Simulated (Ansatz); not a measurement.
Structure: BaTe (rocksalt), at its r2SCAN minimum. It is cubic, Fm-3m (No. 225); a = 7.065 Å in the conventional setting, 44.08 Å³ an atom. Around Ba lie 6 Te at 3.53 Å; around Te lie 6 Ba at 3.53 Å.

```cif
data_structure
_symmetry_space_group_name_H-M 'Fm-3m'
_symmetry_Int_Tables_number 225
_cell_length_a 7.0648
_cell_length_b 7.0648
_cell_length_c 7.0648
_cell_angle_alpha 90.000
_cell_angle_beta 90.000
_cell_angle_gamma 90.000
_cell_volume 352.61
loop_
_atom_site_label
_atom_site_type_symbol
_atom_site_symmetry_multiplicity
_atom_site_Wyckoff_symbol
_atom_site_fract_x
_atom_site_fract_y
_atom_site_fract_z
_atom_site_occupancy
Ba1 Ba 4 a 0.00000 0.00000 0.00000 1
Te1 Te 4 b 0.50000 0.00000 0.00000 1
```

The questions ask for values computed with the PAW code Ansatz on this geometry. The values are computed, non-magnetic, and not measurements.

Given (6×6×6 mesh): r2SCAN gives an indirect gap of 2.00 eV, from Γ to X; the least direct gap is 2.36 eV at X.

**Question.** What does PBE give for the gap (6×6×6 mesh)?

**Answer.** With PBE the valence top lies at Γ and the conduction bottom at X, 1.65 eV higher; the smallest vertical gap, at X, is 2.01 eV. The gap differs by -0.35 eV from r2SCAN's.

**Question.** How does the gap change from r2SCAN to PBE+SOC (6×6×6)?

**Answer.** The PBE+SOC gap is indirect, 1.39 eV (Γ to X), below the direct gap of 1.74 eV at X. Spin-orbit coupling itself accounts for -0.27 eV. The gap differs by -0.61 eV from r2SCAN's.

**Question.** What does HSE06 give for the gap (4×4×4 mesh)?

**Answer.** HSE06 gives an indirect gap of 2.35 eV, from Γ to X; the least direct gap is 2.75 eV at X. The gap differs by +0.35 eV from r2SCAN's.

**Question.** How does the gap change from r2SCAN to PBE0 (4×4×4)?

**Answer.** With PBE0 the valence top lies at Γ and the conduction bottom at X, 3.00 eV higher; the smallest vertical gap, at X, is 3.42 eV. The gap differs by +1.00 eV from r2SCAN's.

**Question.** What does G0W0@PBE with 263 empty bands, a screening cutoff of 120 eV and a 4×4×4 mesh give?

**Answer.** 2.65 eV (the shift on the mesh added to PBE's least gap). Over the mesh points the PBE gap of 1.65 eV becomes a quasiparticle gap of 2.65 eV (Γ to X), a change of +1.00 eV. Renormalisation factors Z lie between 0.74 and 0.79. No extrapolation in bands, cutoff or mesh was made for G0W0.

**Question.** Roughly how does the cost of the PBE+SOC run (6×6×6) compare with r2SCAN's (6×6×6)?

**Answer.** About 2.1 times as much (12 core-seconds against 6 core-seconds, on 2 threads of Arm Neoverse V2, on a shared host).

**Question.** How strongly does the crystal screen a field with clamped ions (r2SCAN)?

**Answer.** The clamped-ion dielectric constant comes out as 5.30 in all directions. Born charges, averaged over directions: Ba +2.52, Te -2.52 e.

Only the levels marked +SOC include spin-orbit coupling.

The meshes of the hybrids are coarse, so their gaps aren't converged to the digits shown.
